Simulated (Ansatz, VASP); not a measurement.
**GaAs in VASP and in Ansatz**

```
CELL_PARAMETERS angstrom
0.00000 2.82685 2.82685
2.82685 0.00000 2.82685
2.82685 2.82685 0.00000
ATOMIC_POSITIONS crystal
As 0.75000 0.75000 0.75000
Ga 0.00000 0.00000 0.00000
```

Alike in both runs: task single point; functional PBE; k mesh 11 × 11 × 11; occupations fermi-dirac, width 0.05 eV; no spin polarisation.

```csv
,VASP,Ansatz
version,VASP 6.6.1,Ansatz 0.2.0
potentials or method,"VASP PAW PBE potentials, release 64 (As, Ga_d)",Ansatz PAW
plane-wave cutoff (eV),520,420
valence electrons in the cell,18,28
```

```tsv
	VASP	Ansatz	Ansatz less VASP
gap on the k mesh at the Fermi level (eV)	0.52	0.52	-0.005
least direct gap on the mesh (eV)	0.52	0.52	-0.005
pressure (GPa)	3.5	3.3	-0.18
```

The two sets of potentials don't hold the same shells in valence.

Caveats: an odd mesh through Γ misses points on the zone boundary, where band edges often lie (VASP); odd divisions of the mesh miss points on the zone boundary, where band edges often lie, so the gap on the mesh can be too wide (Ansatz). As with any semilocal functional, this PBE gap is likely too small.
